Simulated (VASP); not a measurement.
A run of VASP 6.6.1:

Contents of POSCAR:

```
BeSe
1.0
    0.0000000000      2.5307051843      2.5307051843
    2.5307051843      0.0000000000      2.5307051843
    2.5307051843      2.5307051843      0.0000000000
Be Se
1 1
Direct
    0.0000000000      0.0000000000      0.0000000000
    0.2500000000      0.2500000000      0.2500000000
```

INCAR.step1

```
SYSTEM = BeSe
  PREC = Accurate
  ENCUT = 520
  ISMEAR = 0
  SIGMA = 0.01
  LREAL = .False.
  LASPH = .True.
  NELM = 100
  NBANDS = 11
  GGA = PE
  ALGO = Normal
  EDIFF = 1E-4
  LWAVE = .True.
  LCHARG = .False.
```

Contents of INCAR.step2:

```
SYSTEM = BeSe
  PREC = Accurate
  ENCUT = 520
  EDIFF = 1E-6
  ISMEAR = 0
  SIGMA = 0.01
  LREAL = .False.
  LASPH = .True.
  NELM = 100
  ALGO = Normal
  ISIF = 2
  LWAVE = .False.
  LCHARG = .False.
  METAGGA = R2SCAN
  LMIXTAU = .True.
  NBANDS = 11
  ISTART = 1
```

File KPOINTS:

```
Automatic mesh
0
Gamma
  8 8 8
  0 0 0
```

Potentials or basis: VASP PAW PBE potentials, release 64 (Be, Se).

Run with:

```bash
$ cat potpaw_PBE.64/Be/POTCAR potpaw_PBE.64/Se/POTCAR > POTCAR
$ cp INCAR.step1 INCAR
$ mpirun -np 1 vasp_std > vasp.out
$ cp INCAR.step2 INCAR
$ mpirun -np 1 vasp_std > vasp.out
```

Hardware: 1 thread of Intel(R) Xeon(R) 6975P-C (Granite Rapids), on a shared host.

Q: Estimate the wall time of this run.

A: Run time: 24 s on 1 thread of Intel(R) Xeon(R) 6975P-C (Granite Rapids) (shared host), peak memory 0.16 GiB. Counts: scf iterations 8, k points 29.
